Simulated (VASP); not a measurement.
# CdSe (P6_3mc) in VASP: a series of runs

The runs below take CdSe through single point, with PBEsol.

Program: VASP 6.6.1. These are calculated values, not measurements. Logs are shortened: lines on timing, memory, paths and dates and some standing lists are left out, and cuts for length are marked.

**Measured values to compare with.**

From a printed reference work, data compilation, for a bulk crystal of CdSe at 2 K: band gap 1.841 eV.

The runs below are set against these values where they give the same quantity.

## (1) The cell of the first run

The structure is hexagonal, space group P6_3mc (No. 186). The conventional cell has a = 4.298 Å, b = 4.298 Å, c = 7.015 Å, α = 90.00°, β = 90.00°, γ = 120.00°. Cd (site symmetry 3m) has 4 Se at 2.63 Å within 3.5 Å. Within 3.5 Å of Se (site symmetry 3m) lie 4 Cd at 2.63 Å.

## (2) Single point, PBEsol

File INCAR:

```
  PREC = Accurate
  ENCUT = 520
  EDIFF = 1E-7
  ISMEAR = 0
  SIGMA = 0.05
  LREAL = False
  LASPH = True
  NELM = 100
  ALGO = Normal
  ISIF = 2
  LWAVE = False
  LCHARG = True
  GGA = PS
  LELF = True
  LVHAR = True
  NBANDS = 26
```

File KPOINTS:

```
Automatic mesh
0
Gamma
  10 10 6
```

File POSCAR:

```
CdSe
1.0
    4.2984999141      0.0000000000      0.0000000000
   -2.1492499571      3.7226101238      0.0000000000
    0.0000000000      0.0000000000      7.0151999999
Cd Se
2 2
Direct
    0.6666666667      0.3333333333      0.0000000000
    0.3333333333      0.6666666667      0.5000000000
    0.6666666667      0.3333333333      0.3750000000
    0.3333333333      0.6666666667      0.8750000000
```

Potentials or basis: VASP PAW PBE potentials, release 64 (Cd, Se).

On the command line:

```sh
$ cat potpaw_PBE.64/Cd/POTCAR potpaw_PBE.64/Se/POTCAR > POTCAR
$ mpirun -np 1 vasp_std > vasp.out
```

OUTCAR:

```text
PREC = Accurate
   ENCUT = 520
   EDIFF = 1E-7
   ISMEAR = 0
   LREAL = False
   LASPH = True
   NELM = 100
   ISIF = 2
   GGA = PS

 ion  position               nearest neighbor table
   1  0.667  0.333  0.000-   3 2.63   4 2.63   4 2.63   4 2.63
   2  0.333  0.667  0.500-   4 2.63   3 2.63   3 2.63   3 2.63
   3  0.667  0.333  0.375-   1 2.63   2 2.63   2 2.63   2 2.63
   4  0.333  0.667  0.875-   2 2.63   1 2.63   1 2.63   1 2.63

  LATTYP: Found a hexagonal cell.
 ALAT       =     4.2984999141
 C/A-ratio  =     1.6320111993

  Lattice vectors:

 A1 = (   4.2984999141,   0.0000000000,   0.0000000000)
 A2 = (  -2.1492499571,   3.7226101238,   0.0000000000)
 A3 = (   0.0000000000,   0.0000000000,   7.0151999999)

Analysis of symmetry for initial positions (statically):
=====================================================================
 Subroutine PRICEL returns:
 Original cell was already a primitive cell.

 Routine SETGRP: Setting up the symmetry group for a
 hexagonal supercell.

 Subroutine GETGRP returns: Found 12 space group operations
 (whereof  6 operations were pure point group operations)
 out of a pool of 24 trial point group operations.

The static configuration has the point symmetry C_3v.
 The point group associated with its full space group is C_6v.

Analysis of symmetry for dynamics (positions and initial velocities):
=====================================================================
 Subroutine PRICEL returns:
 Original cell was already a primitive cell.

 Routine SETGRP: Setting up the symmetry group for a
 hexagonal supercell.

 Subroutine GETGRP returns: Found 12 space group operations
 (whereof  6 operations were pure point group operations)
 out of a pool of 24 trial point group operations.

The dynamic configuration has the point symmetry C_3v.
 The point group associated with its full space group is C_6v.

 Subroutine INISYM returns: Found 12 space group operations
 (whereof  6 operations are pure point group operations),
 and found     1 'primitive' translations

----------------------------------------------------------------------------------------

                                     Primitive cell

  volume of cell :     112.2547
[... 83 lines left out ...]
 SYSTEM =  unknown system
   PREC   = accura    normal or accurate (medium, high low for compatibility)
   ISTART =      0    job   : 0-new  1-cont  2-samecut
   ICHARG =      2    charge: 1-file 2-atom 10-const
   ISPIN  =      1    spin polarized calculation?
   LNONCOLLINEAR =      F non collinear calculations
   LSORBIT =      F    spin-orbit coupling
   LASPH  =      T    aspherical Exc in radial PAW
   ENCUT  =  520.0 eV  38.22 Ry    6.18 a.u.   7.99  7.99 13.04*2*pi/ulx,y,z
   NELM   =    100;   NELMIN=  2; NELMDL= -5     # of ELM steps
   EDIFF  = 0.1E-06   stopping-criterion for ELM
   LREAL  =      F    real-space projection
   EDIFFG = 0.1E-05   stopping-criterion for IOM
   NSW    =      0    number of steps for IOM
   IBRION =     -1    ionic relax: 0-MD 1-quasi-New 2-CG
   NFREE  =      0    steps in history (QN), initial steepest desc. (CG)
   ISIF   =      2    stress and relaxation
   ISYM   =      2    0-nonsym 1-usesym 2-fastsym
   POTIM  = 0.5000    time-step for ionic-motion
   TEBEG  =    0.0;   TEEND  =   0.0 temperature during run
   PSTRESS=    0.0 pullay stress
   NELECT =      36.0000    total number of electrons
   NUPDOWN=      -1.0000    fix difference up-down
   EMIN   =  10.00;   EMAX   =-10.00  energy-range for DOS
   EFERMI =   0.00;   METHOD = LEGACY
   ISMEAR =     0;   SIGMA  =   0.05  broadening in eV -4-tet -1-fermi 0-gaus
   EFERMI_NEDOS =   21; number of points for ismear=-14 and -15
   IALGO  =     38    algorithm
   IMIX   =      4    mixing-type and parameters
     AMIX     =   0.40;   BMIX     =  1.00
     AMIX_MAG =   1.60;   BMIX_MAG =  1.00
  volume/ion in A,a.u.               =      28.06       189.38
  Fermi-wavevector in a.u.,A,eV,Ry     =   1.120575  2.117579 17.084668  1.255688
  Thomas-Fermi vector in A             =   2.257222
   LORBIT       =      0    0 simple, 1 ext, 2 COOP (PROOUT), +10 PAW based schemes
   GGA     = PS    functional components
   LHFCALC =     F    Hartree Fock is set to
   AEXX    =    0.0000 exact exchange contribution
   IVDW    =     0    specifies the selected vdW correction
   LEPSILON=     F    determine dielectric tensor
   LRPA    =     F    only Hartree local field effects (RPA)
 non-spin polarized calculation
 Gauss-broadening in eV      SIGMA  =   0.05
  energy-cutoff  :      520.00
  volume of cell :      112.25
 maximum number of plane-waves:      3042
 NGX is ok and might be reduce to    32
   NGX = 15   NGY = 15   NGZ = 27

 number of electron      35.9999998 magnetization

 Free energy of the ion-electron system (eV)
  ---------------------------------------------------
  ext. energy  EPLUGINS =         0.00000000
  ---------------------------------------------------
  free energy    TOTEN  =       -12.35132846 eV

  energy without entropy =      -12.35132846  energy(sigma->0) =      -12.35132846

 E-fermi :   1.0847     XC(G=0):  -9.1022

 val. band max:        0.8366978266   @ k =   0.0000   0.0000   0.0000
 cond. band min:       1.3797225330   @ k =   0.0000   0.0000   0.0000
 fundamental gap:      0.5430247064
 Fermi energy:         1.0846796650

 k-point     1 :       0.0000    0.0000    0.0000
  band No.  band energies     occupation
      1     -11.8097      2.00000
      2     -11.4212      2.00000
      3      -7.0835      2.00000
      4      -7.0711      2.00000
      5      -7.0711      2.00000
      6      -7.0011      2.00000
[... 685 lines left out ...]
     25       8.7063      0.00000
     26       9.8473      0.00000

 [... further k-points ...]
[... 5 lines left out ...]
  --------------------------------------------------------------------------------------
  -------------------------------------------------------------------------------------
  Total        0.2886418      0.2886418      0.4132083     -0.0000000     -0.0000000      0.0000000
  in kB        4.1196964      4.1196964      5.8975976     -0.0000000     -0.0000000      0.0000000
  external PRESSURE =       4.7123301 kB  Pullay stress =       0.0000000 kB

 VOLUME and BASIS-vectors are now :
 -----------------------------------------------------------------------------
  energy-cutoff  :      520.00
  volume of cell :      112.25
      direct lattice vectors                 reciprocal lattice vectors
     4.298499914  0.000000000  0.000000000     0.232639297  0.134314361  0.000000000
    -2.149249957  3.722610124  0.000000000     0.000000000  0.268628722  0.000000000
     0.000000000  0.000000000  7.015200000     0.000000000  0.000000000  0.142547611

 POSITION                                       TOTAL-FORCE (eV/Angst)
 -----------------------------------------------------------------------------------
      2.14925      1.24087      0.00000         0.000000      0.000000     -0.023265
     -0.00000      2.48174      3.50760         0.000000     -0.000000     -0.023265
      2.14925      1.24087      2.63070        -0.000000      0.000000      0.023265
     -0.00000      2.48174      6.13830         0.000000     -0.000000      0.023265
 -----------------------------------------------------------------------------------
    total drift:                               -0.000000     -0.000000      0.000074

  FREE ENERGIE OF THE ION-ELECTRON SYSTEM (eV)
  ---------------------------------------------------
  free  energy   TOTEN  =       -12.3513284649 eV

  energy  without entropy=      -12.3513284649  energy(sigma->0) =      -12.35132846
```

OSZICAR:

```text
N       E                     dE             d eps       ncg     rms          rms(c)
DAV:   1     0.236654205220E+03    0.23665E+03   -0.17070E+04  2912   0.125E+03
DAV:   2    -0.488706276803E+00   -0.23714E+03   -0.22948E+03  3204   0.307E+02
DAV:   3    -0.129987220846E+02   -0.12510E+02   -0.12437E+02  3426   0.702E+01
DAV:   4    -0.131093943429E+02   -0.11067E+00   -0.11054E+00  3288   0.611E+00
DAV:   5    -0.131100215925E+02   -0.62725E-03   -0.62718E-03  3322   0.449E-01    0.848E+00
DAV:   6    -0.123923793052E+02    0.71764E+00   -0.13197E+00  3716   0.121E+01    0.676E+00
DAV:   7    -0.123552777391E+02    0.37102E-01   -0.46993E-01  3056   0.358E+00    0.282E+00
DAV:   8    -0.123517570448E+02    0.35207E-02   -0.51841E-02  3040   0.235E+00    0.355E-01
DAV:   9    -0.123512364131E+02    0.52063E-03   -0.69487E-03  3242   0.989E-01    0.107E-01
DAV:  10    -0.123512757582E+02   -0.39345E-04   -0.67408E-04  3066   0.276E-01    0.605E-02
DAV:  11    -0.123513377267E+02   -0.61969E-04   -0.17318E-04  3036   0.883E-02    0.284E-02
DAV:  12    -0.123513267699E+02    0.10957E-04   -0.45171E-05  3162   0.746E-02    0.937E-03
DAV:  13    -0.123513292614E+02   -0.24915E-05   -0.11196E-05  3040   0.145E-02    0.892E-03
DAV:  14    -0.123513283983E+02    0.86309E-06   -0.20096E-06  3094   0.111E-02    0.360E-03
DAV:  15    -0.123513284649E+02   -0.66562E-07   -0.24358E-07  3112   0.276E-03
   1 F= -.12351328E+02 E0= -.12351328E+02  d E =-.195213E-14
```

stdout:

```text
POSCAR found type information on POSCAR CdSe
 POSCAR found :  2 types and       4 ions
 scaLAPACK will be used
 -----------------------------------------------------------------------------
|                                                                             |
|                                                                             |
|     You enforced a specific xc type in the INCAR file but a different       |
|     I HOPE YOU KNOW WHAT YOU ARE DOING!                                     |
|                                                                             |
 -----------------------------------------------------------------------------

 LDA part: xc-table for (Slater+PW92), standard interpolation
 POSCAR, INCAR and KPOINTS ok, starting setup
 FFT: planning ... GRIDC
 FFT: planning ... GRID_SOFT
 FFT: planning ... GRID
 WAVECAR not read
 entering main loop
```

It used 120 s of CPU time on 1 thread of AMD EPYC 7R13 Processor (Zen 3), on a shared host.

What came out:

```yaml
Free_energy: -12.3513 eV
Pressure: 0.5 GPa
Largest_force: 0.023 eV/Å
Band_gap_on_the_k_mesh: 0.54 eV, direct
```

Forces in eV/Å, atoms in the order of the input:
```
Cd   0.000  0.000 -0.023
Cd   0.000  0.000 -0.023
Se   0.000  0.000  0.023
Se   0.000  0.000  0.023
```

Stress tensor (GPa, compression positive):
```
0.41 0.00 0.00
0.00 0.41 0.00
0.00 0.00 0.59
```

Caveat: the PAW data sets were made with another functional, which shifts forces and pressure a little.

## (3) Single point, PBEsol

File INCAR:

```
SYSTEM = CdSe
ALGO     = Normal         ! electronic algorithm
EDIFF    = 1E-6           ! SCF threshold, eV
ENCUT    = 520            ! plane-wave cutoff, eV
GGA      = PS             ! functional
ISIF     = 2              ! what is computed and relaxed
ISMEAR   = 0              ! smearing method
LASPH    = .True.         ! aspherical terms in the spheres
LCHARG   = .True.         ! write CHGCAR
LELF     = .True.         ! ELF
LREAL    = .False.        ! projectors in reciprocal space
LVHAR    = .True.       
LWAVE    = .False.        ! write WAVECAR
NBANDS   = 26             ! bands
NELM     = 60             ! most SCF steps
PREC     = Accurate       ! precision mode
SIGMA    = 0.05           ! smearing width, eV
```

File KPOINTS:

```
k-points
0
Gamma
  10 10 6
  0 0 0
```

POSCAR is that of step 2.

Potentials or basis: VASP PAW PBE potentials, release 64 (Cd, Se).

On the command line:

```sh
$ cat potpaw_PBE.64/Cd/POTCAR potpaw_PBE.64/Se/POTCAR > POTCAR
$ mpirun -np 1 vasp_std > vasp.out
```

It used 110 s of CPU time on 1 thread of AMD EPYC 7R13 Processor (Zen 3), with other jobs on the host.

It converged, with:

| Item | Value |
| --- | --- |
| Free energy | -12.3513 eV |
| Pressure | 0.5 GPa |
| Largest force | 0.023 eV/Å |
| Band gap on the k mesh | 0.54 eV, direct |

Forces in eV/Å, atoms in the order of the input:
```
Cd   0.000  0.000 -0.023
Cd   0.000  0.000 -0.023
Se   0.000  0.000  0.023
Se   0.000  0.000  0.023
```

Stress tensor (GPa, compression positive):
```
0.41 0.00 0.00
0.00 0.41 0.00
0.00 0.00 0.59
```

Levels at points of the mesh, in eV from the valence-band top:
| k point | band 16 | band 17 | band 18 | band 19 | band 20 | band 21 |
| --- | --- | --- | --- | --- | --- | --- |
| (0.00, 0.00, 0.00) | -0.06 | 0.00 | 0.00 | 0.54 | 2.11 | 5.78 |
| (0.50, 0.00, 0.00) | -1.89 | -1.38 | -0.77 | 3.13 | 3.23 | 4.66 |
| (0.00, 0.00, 0.50) | -0.41 | -0.41 | -0.41 | 2.28 | 2.28 | 5.75 |
| (0.50, 0.00, 0.50) | -1.40 | -1.37 | -1.37 | 2.82 | 2.82 | 4.76 |

Caveat: the PAW data sets were made with another functional, which shifts forces and pressure a little.

## (4) Comparison with measurements

Step 2. A measured gap of CdSe is 1.841 eV (2 K; a printed reference work, data compilation); the calculated 0.54 eV misses it by -1.30 eV. So large a miss can be the level of theory's own, or it may mean another phase, state or a wrong row. Spin-orbit coupling on Cd, Se is left out. The value is that of PBEsol, without temperature or zero-point motion. Semilocal functionals fall short of measured gaps as a rule.

Step 3. Against the measured gap of CdSe, 1.841 eV (2 K; a printed reference work, data compilation), the calculated 0.54 eV is off by -1.30 eV. So large a miss can be the level of theory's own, or it may mean another phase, state or a wrong row. Spin-orbit coupling on Cd, Se is left out. The value is that of PBEsol, without temperature or zero-point motion. Semilocal functionals fall short of measured gaps as a rule.
